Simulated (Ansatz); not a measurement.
# AlN (P6_3mc): the host for defect calculations, part 2 of 3

Before any defect goes in: AlN (P6_3mc) at rest, and how it screens a charge.

Ansatz 0.2.0; plane-wave PAW DFT, PBEsol; relaxation of the host's cell and atoms; PAW set soft_1 (the session's first sound run).

So far. Step 3 (Dielectric tensors of the host): The principal values of the electronic dielectric tensor are 4.50, 4.50 and 4.73. The principal values of the static dielectric tensor are 8.20, 8.20 and 9.74.

**4. Defect free supercell relaxed in its symmetry**

This cell, the one that will hold the defects, is built from the relaxed host. Its coarser k-points can move the atoms a little, so it is relaxed from the symmetric sites, as the reference for the test of stability.

This step: plane-wave PAW DFT, PBEsol; relaxation of the defect-free supercell in its symmetry; PAW set soft_1 (Ansatz 0.2.0).

System of this step: AlN (P6_3mc). The cell holds 128 atoms: 64 Al and 64 N. Cell: a = 14.686 Å, b = 14.686 Å, c = 11.753 Å, α = 125.1°, β = 125.1°, γ = 94.5°.

pristine.symmetric/input.yaml reads:

```yaml
crystal:
  lattice:
    - [-9.3408221251, 5.3929260535, 9.9673535922]
    - [9.3408221251, -5.3929260535, 9.9673535922]
    - [3.1136073087, 5.3929261684, -9.9673535922]
  atoms:
    - { symbol: Al, position: [0.2080918742, 0.0414252076, 0.0] }
    - { symbol: Al, position: [0.2080918742, 0.2914252076, 0.25] }
    - { symbol: Al, position: [0.4580918742, 0.0414252076, 0.25] }
    - { symbol: Al, position: [0.4580918742, 0.2914252076, 0.0] }
    - { symbol: Al, position: [0.1664252076, 0.0830918742, 0.25] }
    - { symbol: Al, position: [0.1664252076, 0.3330918742, 0.0] }
    - { symbol: Al, position: [0.4164252076, 0.0830918742, 0.0] }
    - { symbol: Al, position: [0.4164252076, 0.3330918742, 0.25] }
    - { symbol: "N", position: [0.0535747924, 0.1369081258, 0.25] }
    - { symbol: "N", position: [0.0535747924, 0.3869081258, 0.0] }
    - { symbol: "N", position: [0.3035747924, 0.1369081258, 0.0] }
    - { symbol: "N", position: [0.3035747924, 0.3869081258, 0.25] }
    - { symbol: "N", position: [0.0119081258, 0.1785747924, 0.0] }
    - { symbol: "N", position: [0.0119081258, 0.4285747924, 0.25] }
    - { symbol: "N", position: [0.2619081258, 0.1785747924, 0.25] }
    - { symbol: "N", position: [0.2619081258, 0.4285747924, 0.0] }
    - { symbol: Al, position: [0.2080918742, 0.0414252076, 0.5] }
    - { symbol: Al, position: [0.2080918742, 0.2914252076, 0.75] }
    - { symbol: Al, position: [0.4580918742, 0.0414252076, 0.75] }
    - { symbol: Al, position: [0.4580918742, 0.2914252076, 0.5] }
    - { symbol: Al, position: [0.1664252076, 0.0830918742, 0.75] }
    - { symbol: Al, position: [0.1664252076, 0.3330918742, 0.5] }
    - { symbol: Al, position: [0.4164252076, 0.0830918742, 0.5] }
    - { symbol: Al, position: [0.4164252076, 0.3330918742, 0.75] }
    - { symbol: "N", position: [0.0535747924, 0.1369081258, 0.75] }
    - { symbol: "N", position: [0.0535747924, 0.3869081258, 0.5] }
    - { symbol: "N", position: [0.3035747924, 0.1369081258, 0.5] }
    - { symbol: "N", position: [0.3035747924, 0.3869081258, 0.75] }
    - { symbol: "N", position: [0.0119081258, 0.1785747924, 0.5] }
    - { symbol: "N", position: [0.0119081258, 0.4285747924, 0.75] }
    - { symbol: "N", position: [0.2619081258, 0.1785747924, 0.75] }
    - { symbol: "N", position: [0.2619081258, 0.4285747924, 0.5] }
    - { symbol: Al, position: [0.2080918742, 0.5414252076, 0.0] }
    - { symbol: Al, position: [0.2080918742, 0.7914252076, 0.25] }
    - { symbol: Al, position: [0.4580918742, 0.5414252076, 0.25] }
    - { symbol: Al, position: [0.4580918742, 0.7914252076, 0.0] }
    - { symbol: Al, position: [0.1664252076, 0.5830918742, 0.25] }
    - { symbol: Al, position: [0.1664252076, 0.8330918742, 0.0] }
    - { symbol: Al, position: [0.4164252076, 0.5830918742, 0.0] }
    - { symbol: Al, position: [0.4164252076, 0.8330918742, 0.25] }
    - { symbol: "N", position: [0.0535747924, 0.6369081258, 0.25] }
    - { symbol: "N", position: [0.0535747924, 0.8869081258, 0.0] }
    - { symbol: "N", position: [0.3035747924, 0.6369081258, 0.0] }
    - { symbol: "N", position: [0.3035747924, 0.8869081258, 0.25] }
    - { symbol: "N", position: [0.0119081258, 0.6785747924, 0.0] }
    - { symbol: "N", position: [0.0119081258, 0.9285747924, 0.25] }
    - { symbol: "N", position: [0.2619081258, 0.6785747924, 0.25] }
    - { symbol: "N", position: [0.2619081258, 0.9285747924, 0.0] }
    - { symbol: Al, position: [0.2080918742, 0.5414252076, 0.5] }
    - { symbol: Al, position: [0.2080918742, 0.7914252076, 0.75] }
    - { symbol: Al, position: [0.4580918742, 0.5414252076, 0.75] }
    - { symbol: Al, position: [0.4580918742, 0.7914252076, 0.5] }
    - { symbol: Al, position: [0.1664252076, 0.5830918742, 0.75] }
    - { symbol: Al, position: [0.1664252076, 0.8330918742, 0.5] }
    - { symbol: Al, position: [0.4164252076, 0.5830918742, 0.5] }
    - { symbol: Al, position: [0.4164252076, 0.8330918742, 0.75] }
    - { symbol: "N", position: [0.0535747924, 0.6369081258, 0.75] }
    - { symbol: "N", position: [0.0535747924, 0.8869081258, 0.5] }
    - { symbol: "N", position: [0.3035747924, 0.6369081258, 0.5] }
    - { symbol: "N", position: [0.3035747924, 0.8869081258, 0.75] }
    - { symbol: "N", position: [0.0119081258, 0.6785747924, 0.5] }
    - { symbol: "N", position: [0.0119081258, 0.9285747924, 0.75] }
    - { symbol: "N", position: [0.2619081258, 0.6785747924, 0.75] }
    - { symbol: "N", position: [0.2619081258, 0.9285747924, 0.5] }
    - { symbol: Al, position: [0.7080918742, 0.0414252076, 0.0] }
    - { symbol: Al, position: [0.7080918742, 0.2914252076, 0.25] }
    - { symbol: Al, position: [0.9580918742, 0.0414252076, 0.25] }
    - { symbol: Al, position: [0.9580918742, 0.2914252076, 0.0] }
    - { symbol: Al, position: [0.6664252076, 0.0830918742, 0.25] }
    - { symbol: Al, position: [0.6664252076, 0.3330918742, 0.0] }
    - { symbol: Al, position: [0.9164252076, 0.0830918742, 0.0] }
    - { symbol: Al, position: [0.9164252076, 0.3330918742, 0.25] }
    - { symbol: "N", position: [0.5535747924, 0.1369081258, 0.25] }
    - { symbol: "N", position: [0.5535747924, 0.3869081258, 0.0] }
    - { symbol: "N", position: [0.8035747924, 0.1369081258, 0.0] }
    - { symbol: "N", position: [0.8035747924, 0.3869081258, 0.25] }
    - { symbol: "N", position: [0.5119081258, 0.1785747924, 0.0] }
    - { symbol: "N", position: [0.5119081258, 0.4285747924, 0.25] }
    - { symbol: "N", position: [0.7619081258, 0.1785747924, 0.25] }
    - { symbol: "N", position: [0.7619081258, 0.4285747924, 0.0] }
    - { symbol: Al, position: [0.7080918742, 0.0414252076, 0.5] }
    - { symbol: Al, position: [0.7080918742, 0.2914252076, 0.75] }
    - { symbol: Al, position: [0.9580918742, 0.0414252076, 0.75] }
    - { symbol: Al, position: [0.9580918742, 0.2914252076, 0.5] }
    - { symbol: Al, position: [0.6664252076, 0.0830918742, 0.75] }
    - { symbol: Al, position: [0.6664252076, 0.3330918742, 0.5] }
    - { symbol: Al, position: [0.9164252076, 0.0830918742, 0.5] }
    - { symbol: Al, position: [0.9164252076, 0.3330918742, 0.75] }
    - { symbol: "N", position: [0.5535747924, 0.1369081258, 0.75] }
    - { symbol: "N", position: [0.5535747924, 0.3869081258, 0.5] }
    - { symbol: "N", position: [0.8035747924, 0.1369081258, 0.5] }
    - { symbol: "N", position: [0.8035747924, 0.3869081258, 0.75] }
    - { symbol: "N", position: [0.5119081258, 0.1785747924, 0.5] }
    - { symbol: "N", position: [0.5119081258, 0.4285747924, 0.75] }
    - { symbol: "N", position: [0.7619081258, 0.1785747924, 0.75] }
    - { symbol: "N", position: [0.7619081258, 0.4285747924, 0.5] }
    - { symbol: Al, position: [0.7080918742, 0.5414252076, 0.0] }
    - { symbol: Al, position: [0.7080918742, 0.7914252076, 0.25] }
    - { symbol: Al, position: [0.9580918742, 0.5414252076, 0.25] }
    - { symbol: Al, position: [0.9580918742, 0.7914252076, 0.0] }
    - { symbol: Al, position: [0.6664252076, 0.5830918742, 0.25] }
    - { symbol: Al, position: [0.6664252076, 0.8330918742, 0.0] }
    - { symbol: Al, position: [0.9164252076, 0.5830918742, 0.0] }
    - { symbol: Al, position: [0.9164252076, 0.8330918742, 0.25] }
    - { symbol: "N", position: [0.5535747924, 0.6369081258, 0.25] }
    - { symbol: "N", position: [0.5535747924, 0.8869081258, 0.0] }
    - { symbol: "N", position: [0.8035747924, 0.6369081258, 0.0] }
    - { symbol: "N", position: [0.8035747924, 0.8869081258, 0.25] }
    - { symbol: "N", position: [0.5119081258, 0.6785747924, 0.0] }
    - { symbol: "N", position: [0.5119081258, 0.9285747924, 0.25] }
    - { symbol: "N", position: [0.7619081258, 0.6785747924, 0.25] }
    - { symbol: "N", position: [0.7619081258, 0.9285747924, 0.0] }
    - { symbol: Al, position: [0.7080918742, 0.5414252076, 0.5] }
    - { symbol: Al, position: [0.7080918742, 0.7914252076, 0.75] }
    - { symbol: Al, position: [0.9580918742, 0.5414252076, 0.75] }
    - { symbol: Al, position: [0.9580918742, 0.7914252076, 0.5] }
    - { symbol: Al, position: [0.6664252076, 0.5830918742, 0.75] }
    - { symbol: Al, position: [0.6664252076, 0.8330918742, 0.5] }
    - { symbol: Al, position: [0.9164252076, 0.5830918742, 0.5] }
    - { symbol: Al, position: [0.9164252076, 0.8330918742, 0.75] }
    - { symbol: "N", position: [0.5535747924, 0.6369081258, 0.75] }
    - { symbol: "N", position: [0.5535747924, 0.8869081258, 0.5] }
    - { symbol: "N", position: [0.8035747924, 0.6369081258, 0.5] }
    - { symbol: "N", position: [0.8035747924, 0.8869081258, 0.75] }
    - { symbol: "N", position: [0.5119081258, 0.6785747924, 0.5] }
    - { symbol: "N", position: [0.5119081258, 0.9285747924, 0.75] }
    - { symbol: "N", position: [0.7619081258, 0.6785747924, 0.75] }
    - { symbol: "N", position: [0.7619081258, 0.9285747924, 0.5] }
basis:
  ecutwfc: 420
  xc_grid: 2
hamiltonian:
  xc: pbesol
  pseudopotentials: { kind: paw, azcp: { folder: soft_1 }, xc_functional: pbe }
kpoints:
  mp_grid: { grid: [1, 1, 1] }
scf:
  occupations: { method: fermi_dirac, width: 0.01 }
  max_iter: 100
  lower_state_search: "off"
output:
  forces: true
relax:
  f_tol: 0.015
  max_steps: 60
  escape_saddle: false
checkpoint:
  write: "../pristine.symmetric.run"
  compress: false
  write_wavefunctions: false
  write_every: 100000
```

Started as:

```sh
ansatz run input.yaml --threads 32 --pin off --max-ram 84787MiB --backend cuda --events-out ev --progress --plain --runs-dir out --max-vram 78GiB
```

Numbers of over 12 decimals in the logs are rounded to 6 here.

The program printed:

```text
[...]
device memory: the entry about to start is reckoned to put 3.9 GiB on a device that reports 175.0 GiB free (of which the cap on the GPU budget leaves the run 78.0 GiB)
GPU FFT provider: cuFFT
GPU libraries: cuBLAS 13.8.1, cuFFT 12.4.0, cuSOLVER 12.3.2
GPU matrix products: emulated (plane waves: as basis.precision tells), large ones in fixed point in workspaces of 1.00 GiB
Crystal: 128 atoms, lattice volume = 1338.931 Å³
Basis set: ecut = 420 eV, 26161 PW (Γ), exchange–correlation on 200×200×160 points (8 copies of the dense FFT grid, shifted against one another)
Bands: 384, of which v1, the nominal top of the filled ones, is band 256 counted from 1 (255 counted from 0)
Symmetry: 128 space group operations
[...]
k-points: 1
[...]
GPU buffer pool allocated for 800000 grid points (all kernels)
GPU transforms: local potential and band sums: pruned to the plane-wave sphere, on 100×100×80
[...]
SCF iter   1: F=—  HF=-58067.939408 eV  |Δ(HF+E_count)|=         —  Δρ=1.31e-1  dr2=2.81e2  Hψ=1704
[...]
SCF iter   7: F=-57980.541176 eV  HF=-57980.541176 eV  |Δ(HF+E_count)|=   7.77e-6  Δρ=4.87e-6  dr2=2.40e-7  Hψ=900
SCF 1 converged in 7 iterations: F = -57980.541176 eV  dr2 = 2.40e-7
[...]
relax step   1: F+E_penalty+E_count = -57980.54117604 eV  Δ(F+E_penalty+E_count) = +0.000e0 eV  max|allowed force component| = 1.549e-2 eV/Å  Δτ_max = 0.0000 Å  (7 SCF iters, dr2 threshold 5.63e-6 eV, accepted)
[...]
SCF iter   6: F=-57980.542222 eV  HF=-57980.542222 eV  |Δ(HF+E_count)|=  6.40e-10  Δρ=5.66e-8  dr2=3.00e-11  Hψ=651
SCF 2 converged in 6 iterations: F = -57980.542222 eV  dr2 = 3.00e-11
relax step   2: F+E_penalty+E_count = -57980.54222247 eV  Δ(F+E_penalty+E_count) = -1.046e-3 eV  max|allowed force component| = 1.057e-2 eV/Å  Δτ_max = 0.0013 Å  (6 SCF iters, accepted)
SCF converged after 6 iterations
Free energy (F): -57980.542222 eV
[...]
Internal energy: -57980.542222 eV  (E = F + TS)
E sigma→0 (E₀):  -57980.542222 eV
Fermi energy:    9.092940 eV
[...]
--- Forces (eV/Å), atoms counted from 1 ---
  atom   1  Al    -0.00464506     0.00268183    -0.01056901
  atom   2  Al    -0.00464506     0.00268183    -0.01056901
  atom   3  Al    -0.00464506     0.00268183    -0.01056901
  atom   4  Al    -0.00464506     0.00268183    -0.01056901
  atom   5  Al     0.00464506    -0.00268183    -0.01056901
  atom   6  Al     0.00464506    -0.00268183    -0.01056901
  [... 122 more lines of this table ...]
  max |Σ_I F_I| component: 2.20e-6 eV/Å
--- Relaxed structure (2 steps of the walk, 2 accepted, 0 SCFs on fresh bases) ---
  F+E_penalty+E_count = -57980.54222247 eV   max|allowed force component| = 1.057e-2 eV/Å
  atoms:
    - { symbol: Al, position: [0.208036, 0.041466, -2.7755575615628914e-17] }
    - { symbol: Al, position: [0.208036, 0.291466, 0.250000] }
    - { symbol: Al, position: [0.458036, 0.041466, 0.250000] }
    - { symbol: Al, position: [0.458036, 0.291466, -6.938893903907228e-17] }
    - { symbol: Al, position: [0.166466, 0.083036, 0.250000] }
    - { symbol: Al, position: [0.166466, 0.333036, 2.7755575615628914e-17] }
  [... 122 more lines of this table ...]
```

Wall time 2 s (1 × NVIDIA GB200 with 32 threads of Arm Neoverse V2, shared host); peak memory 1.3 GiB; 7.2 s of CPU time.

Hardly anything moved in the relaxation; the energy changed by under 0.2 meV an atom.

**5. Defect free supercell relaxed from displaced atoms**

This step: plane-wave PAW DFT, PBEsol; relaxation of the defect-free supercell from random displacements, a test of the host's stability; PAW set soft_1 (Ansatz 0.2.0).

pristine.rattled/input.yaml, as its differences from pristine.symmetric/input.yaml of step 4:

```diff
@@ -150,6 +150,6 @@
   f_tol: 0.015
-  max_steps: 60
-  escape_saddle: false
+  max_steps: 120
+  random_displacement: { amplitude: 0.06, seed: 90 }
 checkpoint:
-  write: "../pristine.symmetric.run"
+  write: "../pristine.rattled.run"
   compress: false
```

The program printed:

```text
[...]
Crystal: 128 atoms, lattice volume = 1338.931 Å³
Basis set: ecut = 420 eV, 26161 PW (Γ), exchange–correlation on 200×200×160 points (8 copies of the dense FFT grid, shifted against one another)
Bands: 384, of which v1, the nominal top of the filled ones, is band 256 counted from 1 (255 counted from 0)
Symmetry: 1 space group operations
k-points: 1
[...]
SCF iter   1: F=—  HF=-58064.335249 eV  |Δ(HF+E_count)|=         —  Δρ=1.32e-1  dr2=2.86e2  Hψ=1659
[...]
SCF iter   2: F=—  HF=-57980.170200 eV  |Δ(HF+E_count)|=    8.42e1  Δρ=4.53e-2  dr2=1.56e1  Hψ=862
[...]
SCF iter   7: F=-57975.534060 eV  HF=-57975.534061 eV  |Δ(HF+E_count)|=   2.51e-6  Δρ=1.52e-5  dr2=2.92e-6  Hψ=1152
SCF 1 converged in 7 iterations: F = -57975.534060 eV  dr2 = 2.92e-6
[...]
relax step   1: F+E_penalty+E_count = -57975.53406004 eV  Δ(F+E_penalty+E_count) = +0.000e0 eV  max|allowed force component| = 2.241e0 eV/Å  Δτ_max = 0.0000 Å  (7 SCF iters, dr2 threshold 5.63e-6 eV, accepted)
[...]
relax step   2: F+E_penalty+E_count = -57978.93303133 eV  Δ(F+E_penalty+E_count) = -3.399e0 eV  max|allowed force component| = 1.320e0 eV/Å  Δτ_max = 0.0558 Å  (6 SCF iters, dr2 threshold 1.00e-4 eV, accepted)
relax step   3: F+E_penalty+E_count = -57980.54208583 eV  Δ(F+E_penalty+E_count) = -1.609e0 eV  max|allowed force component| = 2.045e-2 eV/Å  Δτ_max = 0.0558 Å  (6 SCF iters, dr2 threshold 1.00e-4 eV, accepted)
relax step   4: F+E_penalty+E_count = -57980.54208948 eV  Δ(F+E_penalty+E_count) = -3.654e-6 eV  max|allowed force component| = 2.056e-2 eV/Å  Δτ_max = 0.0000 Å  (4 SCF iters, accepted)
relax step   5: F+E_penalty+E_count = -57980.54175801 eV  Δ(F+E_penalty+E_count) = +3.315e-4 eV  max|allowed force component| = 2.360e-2 eV/Å  Δτ_max = 0.0024 Å  (5 SCF iters, rejected (line search))
[...]
SCF iter   1: F=—  HF=-57980.543391 eV  |Δ(HF+E_count)|=         —  Δρ=2.56e-4  dr2=9.96e-4  Hψ=712
[...]
SCF iter   5: F=-57980.542606 eV  HF=-57980.542606 eV  |Δ(HF+E_count)|=   1.75e-8  Δρ=1.90e-6  dr2=3.88e-8  Hψ=900
SCF 6 converged in 5 iterations: F = -57980.542606 eV  dr2 = 3.88e-8
[...]
relax step   6: F+E_penalty+E_count = -57980.54260634 eV  Δ(F+E_penalty+E_count) = -5.169e-4 eV  max|allowed force component| = 6.373e-3 eV/Å  Δτ_max = 0.0012 Å  (5 SCF iters, accepted)
SCF converged after 5 iterations
Free energy (F): -57980.542606 eV
[...]
Internal energy: -57980.542606 eV  (E = F + TS)
E sigma→0 (E₀):  -57980.542606 eV
Fermi energy:    9.094277 eV
[...]
--- Forces (eV/Å), atoms counted from 1 ---
  atom   1  Al     0.00009851    -0.00040502    -0.00132859
  atom   2  Al    -0.00079160    -0.00136677    -0.00119096
  atom   3  Al    -0.00022649     0.00064628     0.00149700
  atom   4  Al     0.00029137     0.00073204     0.00062315
  atom   5  Al     0.00031775     0.00257040    -0.00232235
  atom   6  Al    -0.00112568    -0.00072054    -0.00510084
  [... 122 more lines of this table ...]
  max |Σ_I F_I| component: 2.63e-5 eV/Å
--- Relaxed structure (6 steps of the walk, 5 accepted, 0 SCFs on fresh bases) ---
  F+E_penalty+E_count = -57980.54260634 eV   max|allowed force component| = 6.373e-3 eV/Å
  atoms:
    - { symbol: Al, position: [0.208332, 0.041527, 0.000358] }
    - { symbol: Al, position: [0.208336, 0.291542, 0.250406] }
    - { symbol: Al, position: [0.458323, 0.041506, 0.250372] }
    - { symbol: Al, position: [0.458310, 0.291479, 0.000328] }
    - { symbol: Al, position: [0.166748, 0.083077, 0.250331] }
    - { symbol: Al, position: [0.166776, 0.333105, 0.000389] }
  [... 122 more lines of this table ...]
```

Elapsed: 4 s, on 1 × NVIDIA GB200 with 32 threads; peak memory 1.3 GiB.

Step by step:

| step | energy less that of the first step (eV) | largest force component (eV/Å) |
| --- | --- | --- |
| 1 | 0.0000 | 2.2406 |
| 2 | -3.3990 | 1.3201 |
| 3 | -5.0080 | 0.0205 |
| 4 | -5.0080 | 0.0206 |
| 5 | -5.0077 | 0.0236 |
| 6 | -5.0085 | 0.0064 |

Relaxation step 5 was tried and not accepted.

The relaxation ends 39 meV an atom lower than the displaced start, with a largest force component of 0.0064 eV/Å.

**6. Host on a dense mesh**

This step: plane-wave PAW DFT, PBEsol; single point of the defect-free host, a test of the k-point sampling; PAW set soft_1 (Ansatz 0.2.0).

System of this step: AlN (P6_3mc). The structure is hexagonal, space group P6_3mc (No. 186). The conventional cell has a = 3.114 Å, b = 3.114 Å, c = 4.984 Å, α = 90.00°, β = 90.00°, γ = 120.00°. Al has 4 N at 1.89 to 1.90 Å nearest. N has 4 Al at 1.89 to 1.90 Å nearest. Farther neighbours and most contacts between anions are not listed.

dense/input.yaml reads:

```yaml
crystal:
  lattice:
    - [3.1136073585, 2.87e-08, 0.0]
    - [-1.5568037041, 2.6964630555, 0.0]
    - [0.0, 0.0, 4.9836767961]
  atoms:
    - { symbol: Al, position: [0.6666666667, 0.3333333333, 0.4990341637] }
    - { symbol: Al, position: [0.3333333333, 0.6666666667, 0.9990341637] }
    - { symbol: "N", position: [0.6666666667, 0.3333333333, 0.8809658363] }
    - { symbol: "N", position: [0.3333333333, 0.6666666667, 0.3809658363] }
basis:
  ecutwfc: 420
  xc_grid: 2
hamiltonian:
  xc: pbesol
  pseudopotentials: { kind: paw, azcp: { folder: soft_1 }, xc_functional: pbe }
kpoints:
  mp_grid: { grid: [10, 10, 6] }
scf:
  occupations: { method: fermi_dirac, width: 0.01 }
  max_iter: 100
  lower_state_search: "off"
checkpoint:
  write: "../dense.run"
  compress: false
  write_wavefunctions: false
  write_every: 100000
```

The program printed:

```text
[...]
GPU FFT provider: cuFFT
GPU libraries: cuBLAS 13.8.1, cuFFT 12.4.0, cuSOLVER 12.3.2
[...]
Crystal: 4 atoms, lattice volume = 41.842 Å³
Basis set: ecut = 420 eV, 809 PW (Γ), exchange–correlation on 48×48×72 points (8 copies of the dense FFT grid, shifted against one another)
Bands: 12, of which v1, the nominal top of the filled ones, is band 8 counted from 1 (7 counted from 0)
Symmetry: 12 space group operations
[...]
k-points: 56 of 600 (time reversal used)
[...]
GPU buffer pool allocated for 20736 grid points (all kernels)
[...]
SCF iter   1: F=—  HF=-1814.635047 eV  |Δ(HF+E_count)|=         —  Δρ=1.30e-1  dr2=8.74e0  Hψ=4193
[...]
SCF iter   6: F=-1811.925428 eV  HF=-1811.925428 eV  |Δ(HF+E_count)|=   6.65e-8  Δρ=5.92e-6  dr2=1.40e-8  Hψ=1355
SCF 1 converged in 6 iterations: F = -1811.925428 eV  dr2 = 1.40e-8
[...]
SCF converged after 6 iterations
Free energy (F): -1811.925428 eV
[...]
Internal energy: -1811.925428 eV  (E = F + TS)
E sigma→0 (E₀):  -1811.925428 eV
Fermi energy:    9.081922 eV
[...]
```

It took 0.93 s on 1 × NVIDIA GB200 with 32 threads; peak memory 0.93 GiB; 2.1 s of CPU time.

(Continued in part 3 of 3.)

[Logs are printed without paths, hosts, clocks, repeated set-up lines and the standing remarks that a program may print on its own settings, such as how far it seeks lower states.]

[Hosts, paths, dates, database ids (printed as entryN), source tags and the programs' standing remarks are cut or masked in the printed files.]

[Runs of the host that timed out are not shown.]

[For some hosts the program warned that the k-mesh of the response run may be too coarse for force constants and the static dielectric constant; such warnings are not always shown.]
